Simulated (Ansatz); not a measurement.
# PtSe2 (Sudovikovite) (P-3m1) in Ansatz: settings compared

Aim: see how the results for PtSe2 (Sudovikovite) move with the level of theory and the settings. Levels: LDA, LDA+U. Tasks: projected density of states.

Program: Ansatz 0.2.0. These are calculated values, not measurements. Logs are shortened: lines on timing, memory, paths and dates and some standing lists are left out, and cuts for length are marked.

**1. Starting point**

Symmetry: P-3m1, No. 164, trigonal system. The conventional cell has a = 3.724 Å, b = 3.724 Å, c = 5.062 Å, α = 90.00°, β = 90.00°, γ = 120.00°. Around Pt (site symmetry -3m) lie 6 Se at 2.49 Å. Se (site symmetry 3m) has 3 Pt at 2.49 Å as nearest neighbours.

**2. Projected density of states, LDA**

File input.yaml:

```yaml
crystal:
  lattice:
    - [3.724, 0.0, 0.0]
    - [-1.862, 3.2250786037, 0.0]
    - [0.0, 0.0, 5.062]
  atoms:
    - { symbol: Pt, position: [0.0, 0.0, 0.0] }
    - { symbol: Se, position: [0.6666666667, 0.3333333333, 0.75] }
    - { symbol: Se, position: [0.3333333333, 0.6666666667, 0.25] }
hamiltonian:
  xc: lda
  pseudopotentials: { kind: paw }
kpoints:
  mp_grid: { grid: [8, 8, 5] }
scf:
  occupations: { method: fermi_dirac, width: 0.05 }
  n_extra_bands: 7
output:
  forces: true
  stress: true
  eigenvalues: true
  dos: { projected: true, de: 0.05, nscf_kmesh: { grid: [12, 12, 8] } }
  write_density: true
  write_potential: true
  elf: true
  volumetric_format: npy
```

Potentials or basis: Ansatz PAW.

The run is started by

```
> ansatz run input.yaml --threads 2 --pin off --max-ram 5632MiB --backend cpu --events-out ev --progress --plain --runs-dir out
```

The log of the run:

```text
Warning: RAYON_NUM_THREADS=2 ignored (pool sized by the plan → 2); use --threads N
scf.n_extra_bands = 7 over 25 filled bands (N_el = 50.0): the run solves 32 bands
Engine: ansatz 0.2.0, aarch64-unknown-linux-gnu
Pseudopotentials: kind: paw
Pseudopotential: Pt, paw, valence charge 18, recommended cutoff 420 eV (normal), Pt.paw.azcp
Pseudopotential: Se, paw, valence charge 16, recommended cutoff 420 eV (normal), Se.paw.azcp
Functional definition: SPW92
  exchange = slater_x
  correlation = pw_c
Crystal: 3 atoms, lattice volume = 60.796 Å³
Basis set: ecut = 420 eV, 1205 PW (Γ)
Bands: 32, of which v1, the nominal top of the filled ones, is band 25 counted from 1 (24 counted from 0)
Symmetry: 12 space group operations
Space group: P-3m1 (ITA 164), of the structure as read, at distance tolerance 3.9e-5 Å
k-points: 40 of 320
Non-local potential: Pt, projectors of the file, l = 0: 3, l = 1: 2, l = 2: 2, l = 3: 1
Non-local potential: Se, projectors of the file, l = 0: 2, l = 1: 2, l = 2: 3, l = 3: 1
PAW form: soft (Blöchl's): semilocal exchange-correlation on the pseudo side does not see the compensation charge
PAW frozen core: Pt, regenerated for the run's functional, and the local potential with it (the file was generated under x = pbe(κ = 0.804, μ = 0.2195149727645171), c = pbe(β = 0.06672455060314922))
PAW frozen core: Se, regenerated for the run's functional, and the local potential with it (the file was generated under x = pbe(κ = 0.804, μ = 0.2195149727645171), c = pbe(β = 0.06672455060314922))
PAW one-centre angular grid: Pt, 590 points (default); XC on 64 Gauss nodes
PAW one-centre angular grid: Se, 590 points (default); XC on 64 Gauss nodes
Initial density: superposition of atomic densities (neutral atoms: chi_scale 0, normalization atom), corrected by the library's trained network
Initial wavefunctions: pseudopotential atomic-orbital guess
Functional: x = slater, c = lda
SCF iter   1: F=—  HF=-23012.750538 eV  |F-HF|=—  |Δ(HF+E_count)|=         —  Δρ=5.18e-3  dr2=7.91e-3  ethr=1.77e-3  ⟨swp⟩=5.9  Hψ=5190  notcnv=0  defer=1
preconditioner: auto → LDOS  [insulator: Δε(μ)=0.148 eV  Ē_g=11.484 eV  σ=0.050 eV  W_gap=0.50  n_scr=22 (ndim 8)  ℏωp=22.3 eV  f_vac=0.035  D(μ)=0.72/eV (n_scr^D=2)  ε∞_Penn≈4.8  β→1.0]
SCF iter   2: F=—  HF=-23012.750551 eV  |F-HF|=—  |Δ(HF+E_count)|=   1.25e-5  Δρ=1.94e-3  dr2=3.22e-3  ethr=1.58e-5  ⟨swp⟩=2.0  Hψ=2657  notcnv=0  defer=55
SCF iter   3: F=—  HF=-23012.749571 eV  |F-HF|=—  |Δ(HF+E_count)|=   9.80e-4  Δρ=5.02e-4  dr2=2.23e-4  ethr=6.44e-6  ⟨swp⟩=2.8  Hψ=2241  notcnv=0  defer=55
SCF iter   4: F=—  HF=-23012.749489 eV  |F-HF|=—  |Δ(HF+E_count)|=   8.13e-5  Δρ=8.63e-5  dr2=6.49e-6  ethr=4.46e-7  ⟨swp⟩=2.9  Hψ=2189  notcnv=0  defer=55
SCF iter   5: F=—  HF=-23012.749484 eV  |F-HF|=—  |Δ(HF+E_count)|=   5.69e-6  Δρ=2.40e-5  dr2=3.22e-7  ethr=1.30e-8  ⟨swp⟩=2.0  Hψ=1551  notcnv=0  defer=55
SCF iter   6: F=-23012.749484 eV  HF=-23012.749484 eV  |F-HF|=1.07e-9  |Δ(HF+E_count)|=   3.97e-8  Δρ=4.37e-6  dr2=7.71e-9  ethr=2.00e-10  ⟨swp⟩=10.8  Hψ=8409  notcnv=0
SCF 1 converged in 6 iterations: F = -23012.749484 eV  dr2 = 7.71e-9
NSCF: frozen V_eff on 131 k-points
SCF converged after 6 iterations
Free energy (F): -23012.749484 eV
Harris-Foulkes:  -23012.749484 eV  (|F-HF|=1.07e-9)
Internal energy: -23012.743322 eV  (E = F + TS)
E sigma→0 (E₀):  -23012.746403 eV
Entropy (-TS):   -0.006161 eV (-2.054 meV/atom)
Fermi energy:    12.999229 eV
--- Per-component energies (eV) ---
  E_band       = -978.037395
  E_kinetic    = 877.438003
  E_local      = -6817.760971  (includes V_loc(G=0)·N_el)
  E_nonlocal   = -969.842330
  E_hartree    = 3152.143918
  E_xc         = -468.502245
  E_vxc        = -500.950040  (∫ρ·V_xc dr)
  E_paw        = -12833.181894  (= ΣΔE_a)
  E_vpaw       = 128.792452  (= ΣTr[D̂ρ^β])
  E_aug_tail   = -0.001034  (compensation charges beyond the density's cutoff)
  E_ewald      = -5957.935364
  E_core_change = 4.898594  (= ΣΔE_core)
  E_smearing   = -0.006161  (= −TS)
  E_closure    = -0.000000  (closes the sum)
  Σ components = -23012.749484   (vs F -23012.749484, Δ=0.00e0)
--- Forces (eV/Å), atoms counted from 1 ---
  atom   1  Pt     0.00000000     0.00000000     0.00000000
  atom   2  Se     0.00000000     0.00000000    -0.19628271
  atom   3  Se    -0.00000000     0.00000000     0.19628271
  max |Σ_I F_I| component: 3.47e-18 eV/Å
--- Stress (GPa, compression-positive) ---
       -0.148375       0.000000      -0.000000
        0.000000      -0.148375       0.000000
       -0.000000       0.000000      -1.138145
  P = ⅓ Tr σ = -0.4783 GPa (-4.783 kbar)
--- Band table (eV; the first three rows and the last of 40) ---
  k-point 0: bands = ["-86.6643", "-40.8166", "-40.8166", "-40.7221", "-35.7086", "-35.7086", "-35.7061", "-35.7061", "-35.6948", "-35.6948", "-35.6899", "-35.6899", "-35.6859", "-35.6856", "-2.7705", "0.0443", "5.7717", "6.4880", "6.4880", "8.9708", "8.9708", "10.4096", "11.9209", "11.9209", "13.3850", "14.4353", "14.4353", "16.4946", "16.9790", "20.2464", "20.2464", "24.7095"]
  k-point 1: bands = ["-86.6643", "-40.8166", "-40.8166", "-40.7222", "-35.7085", "-35.7085", "-35.7061", "-35.7061", "-35.6945", "-35.6945", "-35.6903", "-35.6903", "-35.6859", "-35.6855", "-2.6245", "-0.3015", "6.2920", "6.5058", "6.5058", "8.9594", "8.9594", "10.3678", "11.7546", "11.7546", "12.5135", "14.7244", "14.7244", "16.8062", "17.8527", "20.1118", "20.1118", "23.5590"]
  k-point 2: bands = ["-86.6643", "-40.8166", "-40.8166", "-40.7222", "-35.7083", "-35.7083", "-35.7062", "-35.7062", "-35.6937", "-35.6937", "-35.6911", "-35.6911", "-35.6860", "-35.6855", "-2.2828", "-0.9210", "6.5352", "6.5352", "7.3080", "8.9427", "8.9427", "10.1080", "11.4029", "11.5225", "11.5225", "15.1972", "15.1972", "17.5339", "18.9976", "19.8019", "19.8019", "22.0928"]
  k-point 39: bands = ["-86.6641", "-40.8249", "-40.8224", "-40.7215", "-35.7080", "-35.7077", "-35.7071", "-35.7063", "-35.6938", "-35.6924", "-35.6921", "-35.6917", "-35.6853", "-35.6853", "-0.8182", "-0.6866", "6.0332", "6.5667", "7.1366", "8.1223", "8.4716", "9.1855", "9.3685", "10.4349", "10.6940", "14.4425", "14.9504", "18.7564", "19.7743", "20.6468", "21.0453", "22.4631"]
```

dos.tsv:

```text
# E-E_F[eV]	g_bin_mean(E)[states/eV]	N(E)
# format = ansatz-dos/2
# fermi_ev = 12.969062
# fermi_mp_grid = 12 12 8
# fermi_mp_shift = 0 0 0
# nscf_kmesh_grid = 12 12 8
# nscf_kmesh_shift = 0 0 0
# tetrahedron_fermi_ev = 13.042254
# g_bin_mean(E): the states in a bin one row spacing wide, centred on E, divided by that spacing. States that the method places at a single energy (under output.dos.method: tetrahedron, those of a tetrahedron whose four corners have one energy) are counted whole in the row whose bin holds that energy (on the edge of two bins, in the lower row). The sum of g_bin_mean over a run of rows, times the row spacing, is the number of states from half a spacing under the first of them to half a spacing over the last (a plain sum, not the trapezoid rule).
-100.133409	0.000000e0	0.000000e0
-100.083409	0.000000e0	0.000000e0
-100.033409	0.000000e0	0.000000e0
-99.983409	0.000000e0	0.000000e0
-99.933409	0.000000e0	0.000000e0
-99.883409	0.000000e0	0.000000e0
[... 2241 lines left out ...]
12.216591	0.000000e0	6.400000e1
12.266591	0.000000e0	6.400000e1
```

It took 6.5 s on 2 threads of Arm Neoverse V2, shared host; peak memory 0.41 GiB.

Results:

| Property | Result |
| --- | --- |
| Free energy | -23012.7495 eV |
| Pressure | -0.5 GPa |
| Largest force | 0.196 eV/Å |
| Band gap on the k mesh | none (metal or under the smearing width) |
| Density of states at the Fermi level | 0.24 states/eV per cell |

Forces in eV/Å, atoms in the order of the input:
```
Pt   0.000  0.000  0.000
Se   0.000  0.000 -0.196
Se   0.000  0.000  0.196
```

States per cell in windows of 1 eV (zero at the Fermi level; states under -8 eV left out):
```csv
from (eV),total,Se 4p,Pt 5d,Pt 6s,Se 4s
-8.0,0.73,0.42,0.17,0.11,0.02
-7.0,3.40,1.63,1.58,0.11,0.05
-6.0,2.38,1.07,1.10,0.09,0.10
-5.0,3.36,1.09,2.08,0.05,0.10
-4.0,3.04,0.82,2.01,0.11,0.06
-3.0,2.50,1.41,0.97,0.02,0.04
-2.0,2.06,1.48,0.48,0.01,0.03
-1.0,0.53,0.41,0.08,0.00,0.01
0.0,1.51,0.89,0.49,0.01,0.07
1.0,2.44,1.67,0.64,0.01,0.04
2.0,0.06,0.04,0.02,0.00,0.00
3.0,0.04,0.01,0.00,0.01,0.00
4.0,1.50,0.34,0.03,0.45,0.04
5.0,1.43,0.21,0.02,0.32,0.04
6.0,1.17,0.05,0.01,0.08,0.01
7.0,2.06,0.05,0.01,0.06,0.01
```

Caveat: the PAW data sets come from PBE, with cores solved anew for the run's functional, which leaves a small shift of forces and pressure; the density of states is complete only up to the lowest level of the last band computed. The run has no spin-orbit coupling, so splittings on Pt are missing.

**3. Projected density of states, LDA+U**

input.yaml, as its differences from that of step 2:

```diff
@@ -12,2 +12,3 @@
   pseudopotentials: { kind: paw }
+  hubbard: { sites: [{ species: Pt, l: d, u_eff: 1.0 }] }
 kpoints:
@@ -22,5 +23 @@
   dos: { projected: true, de: 0.05, nscf_kmesh: { grid: [12, 12, 8] } }
-  write_density: true
-  write_potential: true
-  elf: true
-  volumetric_format: npy
```

Potentials or basis: Ansatz PAW.

The run is started by

```
> ansatz run input.yaml --threads 2 --pin off --max-ram 5632MiB --backend cpu --events-out ev --progress --plain --runs-dir out
```

The log of the run:

```text
Warning: RAYON_NUM_THREADS=2 ignored (pool sized by the plan → 2); use --threads N
Pt: projections on atomic orbitals take those of the free atom [Kr 4d10 4f14] 5s2 5p6 5d9 6s1, of charge +0.00 (hamiltonian.pseudopotentials.projection_atoms); the dataset's partial waves leave at most 9.1e-5 of an orbital's norm unspanned inside its sphere
Se: projections on atomic orbitals take those of the free atom [Ar] 3d10 4s2 4p4, of charge +0.00 (hamiltonian.pseudopotentials.projection_atoms); the dataset's partial waves leave at most 2.3e-6 of an orbital's norm unspanned inside its sphere
scf.n_extra_bands = 7 over 25 filled bands (N_el = 50.0): the run solves 32 bands
Engine: ansatz 0.2.0, aarch64-unknown-linux-gnu
Pseudopotentials: kind: paw
Pseudopotential: Pt, paw, valence charge 18, recommended cutoff 420 eV (normal), Pt.paw.azcp
Pseudopotential: Se, paw, valence charge 16, recommended cutoff 420 eV (normal), Se.paw.azcp
Functional definition: SPW92
  exchange = slater_x
  correlation = pw_c
Crystal: 3 atoms, lattice volume = 60.796 Å³
Basis set: ecut = 420 eV, 1205 PW (Γ)
Bands: 32, of which v1, the nominal top of the filled ones, is band 25 counted from 1 (24 counted from 0)
Symmetry: 12 space group operations
Space group: P-3m1 (ITA 164), of the structure as read, at distance tolerance 3.9e-5 Å
k-points: 40 of 320
Non-local potential: Pt, projectors of the file, l = 0: 3, l = 1: 2, l = 2: 2, l = 3: 1
Non-local potential: Se, projectors of the file, l = 0: 2, l = 1: 2, l = 2: 3, l = 3: 1
PAW form: soft (Blöchl's): semilocal exchange-correlation on the pseudo side does not see the compensation charge
PAW frozen core: Pt, regenerated for the run's functional, and the local potential with it (the file was generated under x = pbe(κ = 0.804, μ = 0.2195149727645171), c = pbe(β = 0.06672455060314922))
PAW frozen core: Se, regenerated for the run's functional, and the local potential with it (the file was generated under x = pbe(κ = 0.804, μ = 0.2195149727645171), c = pbe(β = 0.06672455060314922))
PAW one-centre angular grid: Pt, 590 points (default); XC on 64 Gauss nodes
PAW one-centre angular grid: Se, 590 points (default); XC on 64 Gauss nodes
Initial density: superposition of atomic densities (chi_scale 0.1, normalization cell, long waves of neutral atoms under a Hubbard term (reshape's long-wave potential 0.01 eV rms, cloud 2.56 Å wide))
Initial wavefunctions: pseudopotential atomic-orbital guess
Functional: x = slater, c = lda
iter 1 solved again at ethr=1.30e-3 eV; its pass at ethr=3.10e-3 eV (dr2=6.48e-1 eV) is discarded
SCF iter   1: F=—  HF=-23012.406819 eV  |F-HF|=—  |Δ(HF+E_count)|=         —  Δρ=4.96e-2  dr2=6.55e-1  ethr=1.30e-3  ⟨swp⟩=1.0  Hψ=6586  notcnv=0
preconditioner: auto → LDOS  [metal: Δε(μ)=0.103 eV  Ē_g=11.600 eV  σ=0.050 eV  W_gap=0.45  n_scr=22 (ndim 8)  ℏωp=22.3 eV  f_vac=0.017  D(μ)=0.62/eV (n_scr^D=2)  β→1.0]
SCF iter   2: F=—  HF=-23012.315113 eV  |F-HF|=—  |Δ(HF+E_count)|=   9.17e-2  Δρ=1.49e-2  dr2=1.55e-1  ethr=1.30e-3  ⟨swp⟩=2.3  Hψ=2533  notcnv=0
SCF iter   3: F=—  HF=-23012.284719 eV  |F-HF|=—  |Δ(HF+E_count)|=   3.04e-2  Δρ=6.94e-3  dr2=3.75e-2  ethr=3.11e-4  ⟨swp⟩=2.0  Hψ=2764  notcnv=0  defer=52
SCF iter   4: F=—  HF=-23012.278889 eV  |F-HF|=—  |Δ(HF+E_count)|=   5.83e-3  Δρ=1.85e-3  dr2=2.03e-3  ethr=7.51e-5  ⟨swp⟩=2.0  Hψ=1556  notcnv=0  defer=55
SCF iter   5: F=—  HF=-23012.278405 eV  |F-HF|=—  |Δ(HF+E_count)|=   4.84e-4  Δρ=3.46e-4  dr2=6.13e-5  ethr=4.07e-6  ⟨swp⟩=2.9  Hψ=2279  notcnv=0  defer=55
SCF iter   6: F=—  HF=-23012.278390 eV  |F-HF|=—  |Δ(HF+E_count)|=   1.44e-5  Δρ=8.28e-5  dr2=1.74e-6  ethr=1.23e-7  ⟨swp⟩=2.0  Hψ=2061  notcnv=0  defer=55
SCF iter   7: F=-23012.278390 eV  HF=-23012.278390 eV  |F-HF|=6.05e-8  |Δ(HF+E_count)|=   5.42e-8  Δρ=1.70e-5  dr2=9.32e-8  ethr=2.00e-10  ⟨swp⟩=7.1  Hψ=6541  notcnv=0
SCF 1 converged in 7 iterations: F = -23012.278390 eV  dr2 = 9.32e-8
NSCF: frozen V_eff on 131 k-points
SCF converged after 7 iterations
Free energy (F): -23012.278390 eV
Harris-Foulkes:  -23012.278390 eV  (|F-HF|=6.05e-8)
Internal energy: -23012.271919 eV  (E = F + TS)
E sigma→0 (E₀):  -23012.275155 eV
Entropy (-TS):   -0.006471 eV (-2.157 meV/atom)
Fermi energy:    12.952931 eV
--- Per-component energies (eV) ---
  E_band       = -980.333423
  E_kinetic    = 877.842575
  E_local      = -6819.439195  (includes V_loc(G=0)·N_el)
  E_nonlocal   = -969.559055
  E_hartree    = 3153.334696
  E_xc         = -468.512488
  E_vxc        = -500.965992  (∫ρ·V_xc dr)
  E_hubbard    = 0.466390  (on-site DFT+U / exact-exchange correction)
  E_vhub       = -3.447068  (the Hubbard potential's part of the band-sum identity)
  E_paw        = -12833.367038  (= ΣΔE_a)
  E_vpaw       = 128.544683  (= ΣTr[D̂ρ^β])
  E_aug_tail   = -0.001034  (compensation charges beyond the density's cutoff)
  E_ewald      = -5957.935364
  E_core_change = 4.898594  (= ΣΔE_core)
  E_smearing   = -0.006471  (= −TS)
  E_closure    = -0.000000  (closes the sum)
  Σ components = -23012.278390   (vs F -23012.278390, Δ=0.00e0)
--- Forces (eV/Å), atoms counted from 1 ---
  atom   1  Pt    -0.00000000     0.00000000     0.00000000
  atom   2  Se    -0.00000000    -0.00000000    -0.22163310
  atom   3  Se    -0.00000000     0.00000000     0.22163310
  max |Σ_I F_I| component: 4.63e-18 eV/Å
--- Stress (GPa, compression-positive) ---
       -0.074319      -0.000000      -0.000000
        0.000000      -0.074319       0.000000
       -0.000000       0.000000      -1.125611
  P = ⅓ Tr σ = -0.4247 GPa (-4.247 kbar)
--- Band table (eV; the first three rows and the last of 40) ---
  k-point 0: bands = ["-86.5143", "-40.6773", "-40.6773", "-40.5798", "-35.7427", "-35.7427", "-35.7400", "-35.7400", "-35.7300", "-35.7300", "-35.7251", "-35.7251", "-35.7215", "-35.7212", "-2.7829", "0.0256", "5.6327", "6.3596", "6.3596", "8.6300", "8.6300", "10.1769", "11.9102", "11.9102", "13.3645", "14.3851", "14.3851", "16.4929", "16.9785", "20.2546", "20.2546", "24.7215"]
  k-point 1: bands = ["-86.5143", "-40.6773", "-40.6773", "-40.5799", "-35.7426", "-35.7426", "-35.7400", "-35.7400", "-35.7297", "-35.7297", "-35.7254", "-35.7254", "-35.7216", "-35.7211", "-2.6371", "-0.3209", "6.1363", "6.3775", "6.3775", "8.6174", "8.6174", "10.1580", "11.7420", "11.7420", "12.4914", "14.6780", "14.6780", "16.8061", "17.8504", "20.1219", "20.1219", "23.5617"]
  k-point 2: bands = ["-86.5143", "-40.6773", "-40.6773", "-40.5799", "-35.7424", "-35.7424", "-35.7401", "-35.7401", "-35.7290", "-35.7290", "-35.7262", "-35.7262", "-35.7216", "-35.7210", "-2.2956", "-0.9407", "6.4069", "6.4069", "7.0877", "8.5982", "8.5982", "10.0298", "11.3167", "11.5091", "11.5091", "15.1547", "15.1547", "17.5386", "18.9954", "19.8144", "19.8144", "22.0889"]
  k-point 39: bands = ["-86.5141", "-40.6857", "-40.6831", "-40.5792", "-35.7421", "-35.7418", "-35.7411", "-35.7402", "-35.7290", "-35.7276", "-35.7272", "-35.7268", "-35.7209", "-35.7208", "-0.8587", "-0.7177", "5.9465", "6.4562", "7.0666", "8.0398", "8.3717", "8.9764", "9.1172", "10.2238", "10.5101", "14.4074", "14.9162", "18.7645", "19.7693", "20.6433", "21.0390", "22.4632"]
Occupation matrices written to <dir>
```

Run time: 7.5 s. Hardware: 2 threads of Arm Neoverse V2, shared host; peak memory 0.46 GiB.

What came out:

- Free energy: -23012.2784 eV
- Pressure: -0.4 GPa
- Largest force: 0.222 eV/Å
- Band gap on the k mesh: none (metal or under the smearing width)
- Density of states at the Fermi level: 0.26 states/eV per cell

Forces on the atoms (eV/Å):
```
Pt   0.000  0.000  0.000
Se   0.000  0.000 -0.222
Se   0.000  0.000  0.222
```

Stress tensor (GPa, compression positive):
```
-0.07  0.00  0.00
 0.00 -0.07  0.00
 0.00  0.00 -1.13
```

States per cell in windows of 1 eV (zero at the Fermi level; states under -8 eV left out):
| from (eV) | total | Se 4p | Pt 5d | Pt 6s | Se 4s |
| --- | --- | --- | --- | --- | --- |
| -8.0 | 0.83 | 0.46 | 0.24 | 0.10 | 0.02 |
| -7.0 | 3.51 | 1.58 | 1.75 | 0.10 | 0.05 |
| -6.0 | 2.60 | 1.07 | 1.29 | 0.10 | 0.10 |
| -5.0 | 3.07 | 0.85 | 2.06 | 0.04 | 0.09 |
| -4.0 | 3.07 | 0.92 | 1.90 | 0.13 | 0.07 |
| -3.0 | 2.49 | 1.56 | 0.82 | 0.02 | 0.04 |
| -2.0 | 1.91 | 1.46 | 0.36 | 0.01 | 0.03 |
| -1.0 | 0.52 | 0.41 | 0.07 | 0.00 | 0.01 |
| 0.0 | 1.50 | 0.90 | 0.47 | 0.01 | 0.07 |
| 1.0 | 2.45 | 1.69 | 0.63 | 0.01 | 0.04 |
| 2.0 | 0.07 | 0.05 | 0.02 | 0.00 | 0.00 |
| 3.0 | 0.02 | 0.00 | 0.00 | 0.00 | 0.00 |
| 4.0 | 1.42 | 0.32 | 0.03 | 0.43 | 0.03 |
| 5.0 | 1.44 | 0.22 | 0.02 | 0.33 | 0.04 |
| 6.0 | 1.17 | 0.05 | 0.01 | 0.09 | 0.01 |
| 7.0 | 2.01 | 0.05 | 0.01 | 0.06 | 0.01 |

Eigenvalues of the final occupation matrices:
| site | spin | trace | eigenvalues |
| --- | --- | --- | --- |
| site 1 | 1 | 4.38 | 0.72 0.72 0.98 0.98 0.98 |

Caveat: U without spin polarisation on a metal has little footing; the PAW data sets come from PBE, with cores solved anew for the run's functional, which leaves a small shift of forces and pressure; the density of states is complete only up to the lowest level of the last band computed. The run has no spin-orbit coupling, so splittings on Pt are missing.

(Part 1 of 2 ends here.)
